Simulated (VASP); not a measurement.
# Mo (Im-3m) in VASP: notebook

One crystal, Mo, is run at these levels: LDA; tasks: single point.

Program: VASP 6.6.1. These are calculated values, not measurements. Logs are shortened: lines on timing, memory, paths and dates and some standing lists are left out, and cuts for length are marked.

**1. The undisturbed crystal**

Symmetry: Im-3m, No. 229, cubic system. The conventional cell has a = 3.168 Å, b = 3.168 Å, c = 3.168 Å, α = 90.00°, β = 90.00°, γ = 90.00°. Mo (site symmetry m-3m) is surrounded by 8 Mo at 2.74 Å.

**2. Single point, LDA (grid = ENCUT=400 dk=0.45 cell=3x3x3 ISMEAR=1 SIGMA=0.1 LREAL=Auto EDIFF=1e-06)**

INCAR reads:

```
PREC     = Accurate       # precision mode
ENCUT    = 400            # plane-wave cutoff, eV
EDIFF    = 1E-6           # SCF threshold, eV
ISMEAR   = 1              # smearing method
SIGMA    = 0.1            # smearing width, eV
LREAL    = Auto         
LASPH    = T              # aspherical terms in the spheres
NELM     = 120            # most SCF steps
ALGO     = Fast           # electronic algorithm
ISIF     = 2              # what is computed and relaxed
LWAVE    = F              # write WAVECAR
LCHARG   = F              # write CHGCAR
GGA      = CA             # functional
NBANDS   = 216            # bands
```

KPOINTS reads:

```
Automatic mesh
0
Gamma
  3 3 3
```

POSCAR reads:

```
Mo
1.0
   -4.7514269157      4.7514269157      4.7514269157
    4.7514269157     -4.7514269157      4.7514269157
    4.7514269157      4.7514269157     -4.7514269157
Mo
27
Direct
    0.0000000000      0.0000000000      0.0000000000
    0.0000000000      0.0000000000      0.3333333333
    0.0000000000      0.0000000000      0.6666666667
    0.0000000000      0.3333333333      0.0000000000
    0.0000000000      0.3333333333      0.3333333333
    0.0000000000      0.3333333333      0.6666666667
    0.0000000000      0.6666666667      0.0000000000
    0.0000000000      0.6666666667      0.3333333333
    0.0000000000      0.6666666667      0.6666666667
    0.3333333333      0.0000000000      0.0000000000
    0.3333333333      0.0000000000      0.3333333333
    0.3333333333      0.0000000000      0.6666666667
    0.3333333333      0.3333333333      0.0000000000
    0.3333333333      0.3333333333      0.3333333333
    0.3333333333      0.3333333333      0.6666666667
    0.3333333333      0.6666666667      0.0000000000
    0.3333333333      0.6666666667      0.3333333333
    0.3333333333      0.6666666667      0.6666666667
    0.6666666667      0.0000000000      0.0000000000
    0.6666666667      0.0000000000      0.3333333333
    0.6666666667      0.0000000000      0.6666666667
    0.6666666667      0.3333333333      0.0000000000
    0.6666666667      0.3333333333      0.3333333333
    0.6666666667      0.3333333333      0.6666666667
    0.6666666667      0.6666666667      0.0000000000
    0.6666666667      0.6666666667      0.3333333333
    0.6666666667      0.6666666667      0.6666666667
```

Potentials or basis: VASP PAW LDA potentials, release 64 (Mo_sv).

On the command line:

```console
> cat potpaw_LDA.64/Mo_sv/POTCAR > POTCAR
> mpirun -np 1 vasp_std > vasp.out
```

OUTCAR:

```text
PREC = Accurate
   ENCUT = 400
   EDIFF = 1E-6
   ISMEAR = 1
   LREAL = Auto
   LASPH = T
   NELM = 120
   ISIF = 2
   GGA = CA

 Found      4 irreducible k-points:

 Following reciprocal coordinates:
            Coordinates               Weight
  0.000000  0.000000  0.000000      1.000000
  0.333333  0.000000  0.000000     12.000000
  0.333333  0.333333  0.000000      8.000000
 -0.333333  0.333333  0.333333      6.000000
   k-points           NKPTS =      4   k-points in BZ     NKDIM =      4   number of bands    NBANDS=    216
   number of dos      NEDOS =    301   number of ions     NIONS =     27
   total plane-waves  NPLWV = 157464
   dimension x,y,z NGX =    54 NGY =   54 NGZ =   54
   dimension x,y,z NGXF=   108 NGYF=  108 NGZF=  108
   ions per type =              27
   NGX,Y,Z   is equivalent  to a cutoff of  10.91, 10.91, 10.91 a.u.
   NGXF,Y,Z  is equivalent  to a cutoff of  21.82, 21.82, 21.82 a.u.
 SYSTEM =  unknown system
   PREC   = accura    normal or accurate (medium, high low for compatibility)
   ISTART =      0    job   : 0-new  1-cont  2-samecut
   ICHARG =      2    charge: 1-file 2-atom 10-const
   ISPIN  =      1    spin polarized calculation?
   LNONCOLLINEAR =      F non collinear calculations
   LSORBIT =      F    spin-orbit coupling
   LASPH  =      T    aspherical Exc in radial PAW
   ENCUT  =  400.0 eV  29.40 Ry    5.42 a.u.  13.42 13.42 13.42*2*pi/ulx,y,z
   NELM   =    120;   NELMIN=  2; NELMDL= -5     # of ELM steps
   EDIFF  = 0.1E-05   stopping-criterion for ELM
   LREAL  =      T    real-space projection
   EDIFFG = 0.1E-04   stopping-criterion for IOM
   NSW    =      0    number of steps for IOM
   IBRION =     -1    ionic relax: 0-MD 1-quasi-New 2-CG
   NFREE  =      0    steps in history (QN), initial steepest desc. (CG)
   ISIF   =      2    stress and relaxation
   ISYM   =      2    0-nonsym 1-usesym 2-fastsym
   POTIM  = 0.5000    time-step for ionic-motion
   TEBEG  =    0.0;   TEEND  =   0.0 temperature during run
   PSTRESS=    0.0 pullay stress
   NELECT =     378.0000    total number of electrons
   NUPDOWN=      -1.0000    fix difference up-down
   EMIN   =  10.00;   EMAX   =-10.00  energy-range for DOS
   EFERMI =   0.00;   METHOD = LEGACY
   ISMEAR =     1;   SIGMA  =   0.10  broadening in eV -4-tet -1-fermi 0-gaus
   EFERMI_NEDOS =   21; number of points for ismear=-14 and -15
   IALGO  =     68    algorithm
   IMIX   =      4    mixing-type and parameters
     AMIX     =   0.40;   BMIX     =  1.00
     AMIX_MAG =   1.60;   BMIX_MAG =  1.00
  volume/ion in A,a.u.               =      15.89       107.24
  Fermi-wavevector in a.u.,A,eV,Ry     =   1.569380  2.965698 33.510508  2.462953
  Thomas-Fermi vector in A             =   2.671271
   LORBIT       =      0    0 simple, 1 ext, 2 COOP (PROOUT), +10 PAW based schemes
   GGA     = CA    functional components
   LHFCALC =     F    Hartree Fock is set to
   AEXX    =    0.0000 exact exchange contribution
   IVDW    =     0    specifies the selected vdW correction
   LEPSILON=     F    determine dielectric tensor
   LRPA    =     F    only Hartree local field effects (RPA)
 non-spin polarized calculation
 RMM-DIIS sequential band-by-band and
 Methfessel and Paxton  Order N= 1 SIGMA  =   0.10
  energy-cutoff  :      400.00
  volume of cell :      429.07
 maximum number of plane-waves:      7803
 NGX is ok and might be reduce to    54
   NGX = 27   NGY = 27   NGZ = 27

 number of electron     378.0000150 magnetization

 Free energy of the ion-electron system (eV)
  ---------------------------------------------------
  ext. energy  EPLUGINS =         0.00000000
  ---------------------------------------------------
  free energy    TOTEN  =      -327.05305882 eV

  energy without entropy =     -327.02311620  energy(sigma->0) =     -327.04307795

 E-fermi :  12.1392     XC(G=0): -13.5128

 val. band max:       12.0840969050   @ k =  -0.3333   0.3333   0.3333
 cond. band min:      12.1474952315   @ k =   0.3333   0.0000   0.0000
 fundamental gap:      0.0633983265
 Fermi energy:        12.1391567048

 k-point     1 :       0.0000    0.0000    0.0000
  band No.  band energies     occupation
      1     -48.7372      2.00000
      2     -48.5476      2.00000
      3     -48.5476      2.00000
      4     -48.5476      2.00000
      5     -48.5476      2.00000
      6     -48.5476      2.00000
[... 193 lines left out ...]
    200      13.6028     -0.00000
    201      13.6031     -0.00000

 k-point     2 :       0.3333    0.0000    0.0000
  band No.  band energies     occupation
      1     -48.7080      2.00000
      2     -48.6335      2.00000
      3     -48.5759      2.00000
      4     -48.5759      2.00000
      5     -48.5759      2.00000
      6     -48.5759      2.00000
[... 193 lines left out ...]
    200      13.2176     -0.00000
    201      13.2259     -0.00000

 k-point     3 :       0.3333    0.3333    0.0000
  band No.  band energies     occupation
      1     -48.6562      2.00000
      2     -48.6562      2.00000
      3     -48.6562      2.00000
      4     -48.5959      2.00000
      5     -48.5329      2.00000
      6     -48.5329      2.00000
[... 193 lines left out ...]
    200      12.7917     -0.00000
    201      13.0285     -0.00000

 k-point     4 :      -0.3333    0.3333    0.3333
  band No.  band energies     occupation
      1     -48.6798      2.00000
      2     -48.6078      2.00000
      3     -48.6078      2.00000
      4     -48.6078      2.00000
      5     -48.6078      2.00000
      6     -48.5421      2.00000
[... 193 lines left out ...]
    200      12.5970     -0.00000
    201      12.5970     -0.00000
 [bands above 201 left out]

------------------------ aborting loop because EDIFF is reached ----------------------------------------

  FORCE on cell =-STRESS in cart. coord.  units (eV):
  Direction    XX          YY          ZZ          XY          YZ          ZX
  --------------------------------------------------------------------------------------
  -------------------------------------------------------------------------------------
  Total      -37.5895951    -37.5895951    -37.5895951      0.0000000      0.0000000      0.0000000
  in kB     -140.3608785   -140.3608785   -140.3608785      0.0000000      0.0000000      0.0000000
  external PRESSURE =    -140.3608785 kB  Pullay stress =       0.0000000 kB

 VOLUME and BASIS-vectors are now :
 -----------------------------------------------------------------------------
  energy-cutoff  :      400.00
  volume of cell :      429.07
      direct lattice vectors                 reciprocal lattice vectors
    -4.751426916  4.751426916  4.751426916     0.000000000  0.105231546  0.105231546
     4.751426916 -4.751426916  4.751426916     0.105231546  0.000000000  0.105231546
     4.751426916  4.751426916 -4.751426916     0.105231546  0.105231546  0.000000000

 POSITION                                       TOTAL-FORCE (eV/Angst)
 -----------------------------------------------------------------------------------
      0.00000      0.00000      0.00000         0.000000     -0.000000     -0.000000
      1.58381      1.58381     -1.58381         0.000000     -0.000000     -0.000000
      3.16762      3.16762     -3.16762         0.000000      0.000000     -0.000000
      1.58381     -1.58381      1.58381         0.000000     -0.000000     -0.000000
      3.16762      0.00000      0.00000         0.000000      0.000000     -0.000000
      4.75143      1.58381     -1.58381         0.000000     -0.000000     -0.000000
[... 19 lines left out ...]
      1.58381      1.58381      4.75143        -0.000000     -0.000000     -0.000000
      3.16762      3.16762      3.16762         0.000000      0.000000      0.000000
 -----------------------------------------------------------------------------------
    total drift:                                0.000000      0.000000      0.000000

  FREE ENERGIE OF THE ION-ELECTRON SYSTEM (eV)
  ---------------------------------------------------
  free  energy   TOTEN  =      -327.0530588193 eV

  energy  without entropy=     -327.0231161968  energy(sigma->0) =     -327.04307795
```

Run time: 5.2 min. Hardware: 1 thread of Intel Xeon 6975P-C (Granite Rapids), shared host; peak memory 0.39 GiB.

These settings aren't checked as converged: the numbers below hold their error.

What came out:

```yaml
Free_energy: -327.0531 eV
Pressure: -14.0 GPa
Band_gap_on_the_k_mesh: none (metal or under the smearing width)
```

**3. Single point, LDA (grid = ENCUT=400 dk=0.35 cell=3x3x3 ISMEAR=1 SIGMA=0.1 LREAL=Auto EDIFF=1e-06)**

INCAR is that of step 2.

KPOINTS is that of step 2.

POSCAR is that of step 2.

Potentials or basis: VASP PAW LDA potentials, release 64 (Mo_sv).

On the command line:

```console
> cat potpaw_LDA.64/Mo_sv/POTCAR > POTCAR
> mpirun -np 1 vasp_std > vasp.out
```

OUTCAR:

```text
PREC = Accurate
   ENCUT = 400
   EDIFF = 1E-6
   ISMEAR = 1
   LREAL = Auto
   LASPH = T
   NELM = 120
   ISIF = 2
   GGA = CA

 Found      4 irreducible k-points:

 Following reciprocal coordinates:
            Coordinates               Weight
  0.000000  0.000000  0.000000      1.000000
  0.333333  0.000000  0.000000     12.000000
  0.333333  0.333333  0.000000      8.000000
 -0.333333  0.333333  0.333333      6.000000
   k-points           NKPTS =      4   k-points in BZ     NKDIM =      4   number of bands    NBANDS=    216
   number of dos      NEDOS =    301   number of ions     NIONS =     27
   total plane-waves  NPLWV = 157464
   dimension x,y,z NGX =    54 NGY =   54 NGZ =   54
   dimension x,y,z NGXF=   108 NGYF=  108 NGZF=  108
   ions per type =              27
   NGX,Y,Z   is equivalent  to a cutoff of  10.91, 10.91, 10.91 a.u.
   NGXF,Y,Z  is equivalent  to a cutoff of  21.82, 21.82, 21.82 a.u.
 SYSTEM =  unknown system
   PREC   = accura    normal or accurate (medium, high low for compatibility)
   ISTART =      0    job   : 0-new  1-cont  2-samecut
   ICHARG =      2    charge: 1-file 2-atom 10-const
[... 65 lines left out ...]
  band No.  band energies     occupation
      1     -48.7372      2.00000
      2     -48.5476      2.00000
      3     -48.5476      2.00000
      4     -48.5476      2.00000
      5     -48.5476      2.00000
      6     -48.5476      2.00000
[... 805 lines left out ...]
    200      12.5970     -0.00000
    201      12.5970     -0.00000
 [bands above 201 left out]

------------------------ aborting loop because EDIFF is reached ----------------------------------------

  FORCE on cell =-STRESS in cart. coord.  units (eV):
  Direction    XX          YY          ZZ          XY          YZ          ZX
  --------------------------------------------------------------------------------------
  -------------------------------------------------------------------------------------
  Total      -37.5895951    -37.5895951    -37.5895951      0.0000000      0.0000000      0.0000000
  in kB     -140.3608785   -140.3608785   -140.3608785      0.0000000      0.0000000      0.0000000
  external PRESSURE =    -140.3608785 kB  Pullay stress =       0.0000000 kB

 VOLUME and BASIS-vectors are now :
 -----------------------------------------------------------------------------
  energy-cutoff  :      400.00
  volume of cell :      429.07
      direct lattice vectors                 reciprocal lattice vectors
    -4.751426916  4.751426916  4.751426916     0.000000000  0.105231546  0.105231546
     4.751426916 -4.751426916  4.751426916     0.105231546  0.000000000  0.105231546
     4.751426916  4.751426916 -4.751426916     0.105231546  0.105231546  0.000000000

 POSITION                                       TOTAL-FORCE (eV/Angst)
 -----------------------------------------------------------------------------------
      0.00000      0.00000      0.00000         0.000000     -0.000000     -0.000000
      1.58381      1.58381     -1.58381         0.000000     -0.000000     -0.000000
      3.16762      3.16762     -3.16762         0.000000      0.000000     -0.000000
      1.58381     -1.58381      1.58381         0.000000     -0.000000     -0.000000
      3.16762      0.00000      0.00000         0.000000      0.000000     -0.000000
      4.75143      1.58381     -1.58381         0.000000     -0.000000     -0.000000
[... 19 lines left out ...]
      1.58381      1.58381      4.75143        -0.000000     -0.000000     -0.000000
      3.16762      3.16762      3.16762         0.000000      0.000000      0.000000
 -----------------------------------------------------------------------------------
    total drift:                                0.000000      0.000000      0.000000

  FREE ENERGIE OF THE ION-ELECTRON SYSTEM (eV)
  ---------------------------------------------------
  free  energy   TOTEN  =      -327.0530588193 eV

  energy  without entropy=     -327.0231161968  energy(sigma->0) =     -327.04307795
```

stdout:

```text
POSCAR found type information on POSCAR Mo
 POSCAR found :  1 types and      27 ions
 scaLAPACK will be used
 LDA part: xc-table for (Slater(with rela. corr.)+CA(PZ))
 , standard interpolation
 POSCAR, INCAR and KPOINTS ok, starting setup
 FFT: planning ... GRIDC
 FFT: planning ... GRID_SOFT
 FFT: planning ... GRID
 WAVECAR not read
 entering main loop
```

It took 5.4 min on 1 thread of Intel Xeon 6975P-C (Granite Rapids), shared host; peak memory 0.4 GiB.

The run converged, but some of its settings lie outside the range that counts as converged, so its numbers aren't taken as properties of the crystal.

Results:

| Quantity | Value |
| --- | --- |
| Free energy | -327.0531 eV |
| Pressure | -14.0 GPa |
| Band gap on the k mesh | none (metal or under the smearing width) |

**4. Single point, LDA (grid = ENCUT=400 dk=0.35 cell=3x3x3 ISMEAR=1 SIGMA=0.2 LREAL=Auto EDIFF=1e-06)**

Edit INCAR of step 3 so:

```diff
@@ -4,3 +4,3 @@
 ISMEAR   = 1              # smearing method
-SIGMA    = 0.1            # smearing width, eV
+SIGMA    = 0.2            # smearing width, eV
 LREAL    = Auto
```

KPOINTS is that of step 3.

POSCAR is that of step 3.

On the command line:

```console
> cat potpaw_LDA.64/Mo_sv/POTCAR > POTCAR
> mpirun -np 1 vasp_std > vasp.out
```

Run time: 6.3 min. Hardware: 1 thread of Intel Xeon 6975P-C (Granite Rapids), shared host; peak memory 0.4 GiB.

The run converged, but some of its settings lie outside the range that counts as converged, so its numbers aren't taken as properties of the crystal.

Results:

| Quantity | Value |
| --- | --- |
| Free energy | -327.0736 eV |
| Pressure | -14.1 GPa |
| Band gap on the k mesh | none (metal or under the smearing width) |

**5. Single point, LDA (grid = ENCUT=400 dk=0.35 cell=3x3x3 ISMEAR=1 SIGMA=0.1 LREAL=Auto EDIFF=0.0001)**

Edit INCAR of step 4 so:

```diff
@@ -2,5 +2,5 @@
 ENCUT    = 400            # plane-wave cutoff, eV
-EDIFF    = 1E-6           # SCF threshold, eV
+EDIFF    = 1E-4           # SCF threshold, eV
 ISMEAR   = 1              # smearing method
-SIGMA    = 0.2            # smearing width, eV
+SIGMA    = 0.1            # smearing width, eV
 LREAL    = Auto
```

KPOINTS is that of step 4.

POSCAR is that of step 4.

On the command line:

```console
> cat potpaw_LDA.64/Mo_sv/POTCAR > POTCAR
> mpirun -np 1 vasp_std > vasp.out
```

Run time: 3.9 min. Hardware: 1 thread of Intel Xeon 6975P-C (Granite Rapids), shared host; peak memory 0.39 GiB.

The run converged, but some of its settings lie outside the range that counts as converged, so its numbers aren't taken as properties of the crystal.

Results:

```
Free energy            : -327.0531 eV
Pressure               : -13.8 GPa
Band gap on the k mesh : none (metal or under the smearing width)
```

**6. Single point, LDA (grid = ENCUT=520 dk=0.35 cell=3x3x3 ISMEAR=1 SIGMA=0.1 LREAL=Auto EDIFF=1e-06)**

Edit INCAR of step 5 so:

```diff
@@ -1,4 +1,4 @@
 PREC     = Accurate       # precision mode
-ENCUT    = 400            # plane-wave cutoff, eV
-EDIFF    = 1E-4           # SCF threshold, eV
+ENCUT    = 520            # plane-wave cutoff, eV
+EDIFF    = 1E-6           # SCF threshold, eV
 ISMEAR   = 1              # smearing method
```

KPOINTS is that of step 5.

POSCAR is that of step 5.

Potentials or basis: VASP PAW LDA potentials, release 64 (Mo_sv).

On the command line:

```console
> cat potpaw_LDA.64/Mo_sv/POTCAR > POTCAR
> mpirun -np 1 vasp_std > vasp.out
```

Wall time 7.9 min (1 thread of Intel Xeon 6975P-C (Granite Rapids), shared host); peak memory 0.56 GiB.

The run converged, but some of its settings lie outside the range that counts as converged, so its numbers aren't taken as properties of the crystal.

Results:

* Free energy: -327.0915 eV
* Pressure: -13.4 GPa
* Band gap on the k mesh: none (metal or under the smearing width)

**7. The reference run**

An earlier run on the cell as given: functional PBE; potentials or basis VASP PAW PBE potentials, release 64 (Mo_sv); cutoff 520 eV; k mesh 12 × 12 × 12; occupations fermi-dirac, width 0.05 eV; no spin polarisation.

- Pressure: -1.4 GPa
- Band gap on the k mesh: none (metal or under the smearing width)
